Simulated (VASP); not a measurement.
# ZnO (P6_3mc) in VASP: relaxation of cell and atoms with PBEsol

Aim: the relaxation of cell and atoms of ZnO with PBEsol.

Everything below comes from runs of VASP 6.6.1. Logs are shortened: lines on timing, memory, paths and dates and some standing lists are left out, and cuts for length are marked.

## 1. The structure

Symmetry: P6_3mc, No. 186, hexagonal system. The conventional cell has a = 3.236 Å, b = 3.236 Å, c = 5.222 Å, α = 90.00°, β = 90.00°, γ = 120.00°. Zn (site symmetry 3m) is surrounded by 4 O at 1.97 to 1.98 Å. Around O (site symmetry 3m) lie 4 Zn at 1.97 to 1.98 Å.

## 2. Relaxation of cell and atoms, PBEsol

Contents of INCAR:

```
SYSTEM = ZnO
  ALGO = Normal
  EDIFF = 1E-7
  EDIFFG = -0.005
  ENCUT = 600
  GGA = PS
  IBRION = 2
  ISIF = 3
  ISMEAR = 0
  LASPH = .TRUE.
  LCHARG = .FALSE.
  LREAL = .FALSE.
  LWAVE = .FALSE.
  NELM = 80
  NSW = 90
  PREC = Accurate
  SIGMA = 0.03
```

Contents of KPOINTS:

```
k-points
0
G
  9 9 5
  0 0 0
```

Contents of POSCAR:

```
ZnO                                     
1.0
    3.2361380551      0.0000000000      0.0000000000
   -1.6180690275      2.8025777632     -0.0000000000
    0.0000000000      0.0000000000      5.2217173326
  Zn              O             
     2     2
Direct
     0.3333333300000021    0.6666666699999979    0.4999792735053055
     0.6666666699999979    0.3333333300000021    0.9999792735053056
     0.6666666699999979    0.3333333300000021    0.3790307264946954
     0.3333333300000021    0.6666666699999979    0.8790307264946954
```

Potentials or basis: VASP PAW PBE potentials, release 64 (Zn, O).

Launch:

```bash
$ cat potpaw_PBE.64/Zn/POTCAR potpaw_PBE.64/O/POTCAR > POTCAR
$ mpirun -np 1 vasp_std > vasp.out
```

OUTCAR:

```text
SYSTEM = ZnO
   EDIFF = 1E-7
   EDIFFG = -0.005
   ENCUT = 600
   GGA = PS
   IBRION = 2
   ISIF = 3
   ISMEAR = 0
   LASPH = .TRUE.
   LREAL = .FALSE.
   NELM = 80
   NSW = 90
   PREC = Accurate

 ion  position               nearest neighbor table
   1  0.333  0.667  0.500-   3 1.97   3 1.97   3 1.97   4 1.98
   2  0.667  0.333  1.000-   4 1.97   4 1.97   4 1.97   3 1.98
   3  0.667  0.333  0.379-   1 1.97   1 1.97   1 1.97   2 1.98
   4  0.333  0.667  0.879-   2 1.97   2 1.97   2 1.97   1 1.98

  LATTYP: Found a hexagonal cell.
 ALAT       =     3.2361380551
 C/A-ratio  =     1.6135644536

  Lattice vectors:

 A1 = (   3.2361380551,   0.0000000000,   0.0000000000)
 A2 = (  -1.6180690275,   2.8025777632,   0.0000000000)
 A3 = (   0.0000000000,   0.0000000000,   5.2217173326)

Analysis of symmetry for initial positions (statically):
=====================================================================
 Subroutine PRICEL returns:
 Original cell was already a primitive cell.

 Routine SETGRP: Setting up the symmetry group for a
 hexagonal supercell.

 Subroutine GETGRP returns: Found 12 space group operations
 (whereof  6 operations were pure point group operations)
 out of a pool of 24 trial point group operations.

The static configuration has the point symmetry C_3v.
 The point group associated with its full space group is C_6v.

Analysis of symmetry for dynamics (positions and initial velocities):
=====================================================================
 Subroutine PRICEL returns:
 Original cell was already a primitive cell.

 Routine SETGRP: Setting up the symmetry group for a
 hexagonal supercell.

 Subroutine GETGRP returns: Found 12 space group operations
 (whereof  6 operations were pure point group operations)
 out of a pool of 24 trial point group operations.

The dynamic configuration has the point symmetry C_3v.
 The point group associated with its full space group is C_6v.

 Subroutine INISYM returns: Found 12 space group operations
 (whereof  6 operations are pure point group operations),
 and found     1 'primitive' translations

----------------------------------------------------------------------------------------

                                     Primitive cell

  volume of cell :      47.3585

  direct lattice vectors                    reciprocal lattice vectors
     3.236138055  0.000000000  0.000000000     0.309010303  0.178407182  0.000000000
    -1.618069028  2.802577763  0.000000000     0.000000000  0.356814363  0.000000000
     0.000000000  0.000000000  5.221717333     0.000000000  0.000000000  0.191507877

  length of vectors
     3.236138055  3.236138053  5.221717333     0.356814363  0.356814363  0.191507877

  position of ions in fractional coordinates (direct lattice)
     0.333333330  0.666666670  0.499979274
     0.666666670  0.333333330  0.999979274
     0.666666670  0.333333330  0.379030726
     0.333333330  0.666666670  0.879030726

  ion indices of the primitive-cell ions
   primitive index   ion index
                 1           1
                 2           2
                 3           3
                 4           4

----------------------------------------------------------------------------------------

 KPOINTS: k-points

Automatic generation of k-mesh.
 Grid dimensions read from file:
 generate k-points for:    9    9    5

 Generating k-lattice:

  Cartesian coordinates                     Fractional coordinates (reciprocal lattice)
     0.034334478  0.019823020  0.000000000     0.111111111 -0.000000000  0.000000000
     0.000000000  0.039646040  0.000000000     0.000000000  0.111111111  0.000000000
     0.000000000  0.000000000  0.038301575     0.000000000  0.000000000  0.200000000

  Length of vectors
     0.039646040  0.039646040  0.038301575

  Shift w.r.t. Gamma in fractional coordinates (k-lattice)
     0.000000000  0.000000000  0.000000000

 Subroutine IBZKPT returns following result:
 ===========================================

 Found     36 irreducible k-points:

 Following reciprocal coordinates:
            Coordinates               Weight
  0.000000  0.000000  0.000000      1.000000
  0.111111  0.000000  0.000000      6.000000
  0.222222  0.000000  0.000000      6.000000
  0.333333  0.000000  0.000000      6.000000
  0.444444  0.000000  0.000000      6.000000
  0.111111  0.111111  0.000000      6.000000
[... 16 lines left out ...]
  0.333333  0.222222  0.200000     24.000000
  0.333333  0.333333  0.200000      4.000000
 [... further k-points ...]
   k-points           NKPTS =     36   k-points in BZ     NKDIM =     36   number of bands    NBANDS=     22
   number of dos      NEDOS =    301   number of ions     NIONS =      4
   total plane-waves  NPLWV =  32928
   dimension x,y,z NGX =    28 NGY =   28 NGZ =   42
   dimension x,y,z NGXF=    56 NGYF=   56 NGZF=   84
   ions per type =               2   2
   NGX,Y,Z   is equivalent  to a cutoff of  14.38, 14.38, 13.37 a.u.
   NGXF,Y,Z  is equivalent  to a cutoff of  28.77, 28.77, 26.74 a.u.
 SYSTEM =  ZnO
   PREC   = accura    normal or accurate (medium, high low for compatibility)
   ISTART =      0    job   : 0-new  1-cont  2-samecut
   ICHARG =      2    charge: 1-file 2-atom 10-const
   ISPIN  =      1    spin polarized calculation?
   LNONCOLLINEAR =      F non collinear calculations
   LSORBIT =      F    spin-orbit coupling
   LASPH  =      T    aspherical Exc in radial PAW
   ENCUT  =  600.0 eV  44.10 Ry    6.64 a.u.   6.46  6.46 10.43*2*pi/ulx,y,z
   NELM   =     80;   NELMIN=  2; NELMDL= -5     # of ELM steps
   EDIFF  = 0.1E-06   stopping-criterion for ELM
   LREAL  =      F    real-space projection
   EDIFFG = -.5E-02   stopping-criterion for IOM
   NSW    =     90    number of steps for IOM
   IBRION =      2    ionic relax: 0-MD 1-quasi-New 2-CG
   NFREE  =      1    steps in history (QN), initial steepest desc. (CG)
   ISIF   =      3    stress and relaxation
   ISYM   =      2    0-nonsym 1-usesym 2-fastsym
   POTIM  = 0.5000    time-step for ionic-motion
   TEBEG  =    0.0;   TEEND  =   0.0 temperature during run
   PSTRESS=    0.0 pullay stress
   NELECT =      36.0000    total number of electrons
   NUPDOWN=      -1.0000    fix difference up-down
   EMIN   =  10.00;   EMAX   =-10.00  energy-range for DOS
   EFERMI =   0.00;   METHOD = LEGACY
   ISMEAR =     0;   SIGMA  =   0.03  broadening in eV -4-tet -1-fermi 0-gaus
   EFERMI_NEDOS =   21; number of points for ismear=-14 and -15
   IALGO  =     38    algorithm
   IMIX   =      4    mixing-type and parameters
     AMIX     =   0.40;   BMIX     =  1.00
     AMIX_MAG =   1.60;   BMIX_MAG =  1.00
  volume/ion in A,a.u.               =      11.84        79.90
  Fermi-wavevector in a.u.,A,eV,Ry     =   1.494088  2.823418 30.372289  2.232300
  Thomas-Fermi vector in A             =   2.606406
   LORBIT       =      0    0 simple, 1 ext, 2 COOP (PROOUT), +10 PAW based schemes
   GGA     = PS    functional components
   LHFCALC =     F    Hartree Fock is set to
   AEXX    =    0.0000 exact exchange contribution
   IVDW    =     0    specifies the selected vdW correction
   LEPSILON=     F    determine dielectric tensor
   LRPA    =     F    only Hartree local field effects (RPA)
 conjugate gradient relaxation of ions
 non-spin polarized calculation
 Gauss-broadening in eV      SIGMA  =   0.03
  energy-cutoff  :      600.00
  volume of cell :       47.36
 maximum number of plane-waves:      1599
 NGX is ok and might be reduce to    28
   NGX = 13   NGY = 13   NGZ = 21

--------------------------------------- Ionic step        1  -------------------------------------------

 number of electron      36.0000009 magnetization

 Free energy of the ion-electron system (eV)
  ---------------------------------------------------
  ext. energy  EPLUGINS =         0.00000000
  ---------------------------------------------------
  free energy    TOTEN  =       -19.41515973 eV

  energy without entropy =      -19.41515973  energy(sigma->0) =      -19.41515973

------------------------ aborting loop because EDIFF is reached ----------------------------------------

  FORCE on cell =-STRESS in cart. coord.  units (eV):
  Direction    XX          YY          ZZ          XY          YZ          ZX
  --------------------------------------------------------------------------------------
  -------------------------------------------------------------------------------------
  Total        0.0159852      0.0159852      0.0340923      0.0000000      0.0000000      0.0000000
  in kB        0.5407920      0.5407920      1.1533694      0.0000000      0.0000000      0.0000000
  external PRESSURE =       0.7449844 kB  Pullay stress =       0.0000000 kB

 VOLUME and BASIS-vectors are now :
 -----------------------------------------------------------------------------
  energy-cutoff  :      600.00
  volume of cell :       47.36
      direct lattice vectors                 reciprocal lattice vectors
     3.236138055  0.000000000  0.000000000     0.309010303  0.178407182  0.000000000
    -1.618069028  2.802577763  0.000000000     0.000000000  0.356814363  0.000000000
     0.000000000  0.000000000  5.221717333     0.000000000  0.000000000  0.191507877

 POSITION                                       TOTAL-FORCE (eV/Angst)
 -----------------------------------------------------------------------------------
     -0.00000      1.86839      2.61075         0.000000      0.000000      0.000464
      1.61807      0.93419      5.22161         0.000000     -0.000000      0.000464
      1.61807      0.93419      1.97919        -0.000000     -0.000000     -0.000464
     -0.00000      1.86839      4.59005         0.000000      0.000000     -0.000464
 -----------------------------------------------------------------------------------
    total drift:                                0.000004     -0.000002     -0.000392

  FREE ENERGIE OF THE ION-ELECTRON SYSTEM (eV)
  ---------------------------------------------------
  free  energy   TOTEN  =       -19.4151597302 eV

  energy  without entropy=      -19.4151597302  energy(sigma->0) =      -19.41515973

--------------------------------------- Ionic step        2  -------------------------------------------

 number of electron      36.0000009 magnetization

 Free energy of the ion-electron system (eV)
  ---------------------------------------------------
  ext. energy  EPLUGINS =         0.00000000
  ---------------------------------------------------
  free energy    TOTEN  =       -19.41516129 eV

  energy without entropy =      -19.41516129  energy(sigma->0) =      -19.41516129

 E-fermi :   1.2966     XC(G=0): -11.2086

 val. band max:        1.0906848525   @ k =   0.0000   0.0000   0.0000
 cond. band min:       1.7731183211   @ k =   0.0000   0.0000   0.0000
 fundamental gap:      0.6824334686
 Fermi energy:         1.2965938379

 k-point     1 :       0.0000    0.0000    0.0000
  band No.  band energies     occupation
      1     -16.9899      2.00000
      2     -16.2437      2.00000
      3      -4.6701      2.00000
      4      -4.6478      2.00000
      5      -4.6478      2.00000
      6      -4.6038      2.00000
[... 14 lines left out ...]
     21       9.1731      0.00000
     22      13.8929      0.00000

 k-point     2 :       0.1111    0.0000    0.0000
  band No.  band energies     occupation
      1     -16.9200      2.00000
      2     -16.2125      2.00000
      3      -4.7344      2.00000
      4      -4.6084      2.00000
      5      -4.5687      2.00000
      6      -4.5609      2.00000
[... 14 lines left out ...]
     21       9.1631      0.00000
     22      12.6880      0.00000
[... 523 lines left out ...]
     21       9.1208      0.00000
     22       9.6497      0.00000

 k-point    24 :       0.3333    0.3333    0.2000
  band No.  band energies     occupation
      1     -16.1049      2.00000
      2     -16.1049      2.00000
      3      -4.6671      2.00000
      4      -4.4506      2.00000
      5      -4.4506      2.00000
      6      -4.1169      2.00000
[... 14 lines left out ...]
     21       8.7856      0.00000
     22       9.0862      0.00000

 [... further k-points ...]

------------------------ aborting loop because EDIFF is reached ----------------------------------------

  FORCE on cell =-STRESS in cart. coord.  units (eV):
  Direction    XX          YY          ZZ          XY          YZ          ZX
  --------------------------------------------------------------------------------------
  -------------------------------------------------------------------------------------
  Total       -0.0180472     -0.0180472     -0.0143305     -0.0000000      0.0000000      0.0000000
  in kB       -0.6100650     -0.6100650     -0.4844275     -0.0000000      0.0000000      0.0000000
  external PRESSURE =      -0.5681858 kB  Pullay stress =       0.0000000 kB

 VOLUME and BASIS-vectors are now :
 -----------------------------------------------------------------------------
  energy-cutoff  :      600.00
  volume of cell :       47.40
      direct lattice vectors                 reciprocal lattice vectors
     3.236761957  0.000000000  0.000000000     0.308950739  0.178372793  0.000000000
    -1.618380978  2.803118078  0.000000000    -0.000000000  0.356745586  0.000000000
     0.000000000  0.000000000  5.223864374     0.000000000  0.000000000  0.191429166

 POSITION                                       TOTAL-FORCE (eV/Angst)
 -----------------------------------------------------------------------------------
     -0.00000      1.86875      2.61185         0.000000     -0.000000      0.002121
      1.61838      0.93437      5.22378         0.000000     -0.000000      0.002121
      1.61838      0.93437      1.97998         0.000000     -0.000000     -0.002121
     -0.00000      1.86875      4.59191        -0.000000      0.000000     -0.002121
 -----------------------------------------------------------------------------------
    total drift:                                0.000004     -0.000002     -0.000394

  FREE ENERGIE OF THE ION-ELECTRON SYSTEM (eV)
  ---------------------------------------------------
  free  energy   TOTEN  =       -19.4151612875 eV

  energy  without entropy=      -19.4151612875  energy(sigma->0) =      -19.41516129

 reached required accuracy - stopping structural energy minimisation
```

It took 34 s on 1 thread of Intel Xeon 6975P-C (Granite Rapids), shared host; peak memory 0.2 GiB.

Results:

```
Free energy                            : -19.4152 eV
Relaxed volume                         : 11.85 Å³/atom
Relaxed cell                           : a = 3.237 Å, b = 3.237 Å, c = 5.224 Å, α = 90.00°, β = 90.00°, γ = 120.00°
Space group after relaxing (to 0.05 Å) : P6_3mc (No. 186)
Energy gained by relaxing              : 0.0 meV/atom
Ionic steps                            : 2
Pressure after relaxing                : -0.1 GPa
Band gap on the k mesh                 : 0.68 eV, direct
```

Forces on the atoms (eV/Å):
```
Zn   0.000  0.000  0.002
Zn   0.000  0.000  0.002
O    0.000  0.000 -0.002
O    0.000  0.000 -0.002
```

Final structure:
```yaml
crystal:
  lattice:
    - [3.23676, 0.00000, 0.00000]
    - [-1.61838, 2.80312, 0.00000]
    - [0.00000, 0.00000, 5.22386]
  atoms:
    - { symbol: Zn, position: [0.33333, 0.66667, 0.49998] }
    - { symbol: Zn, position: [0.66667, 0.33333, 0.99998] }
    - { symbol: O, position: [0.66667, 0.33333, 0.37903] }
    - { symbol: O, position: [0.33333, 0.66667, 0.87903] }
```

Caveat: the PAW data sets were made with another functional, which shifts forces and pressure a little. PBEsol gaps usually lie below the measured ones, often by a third to a half.
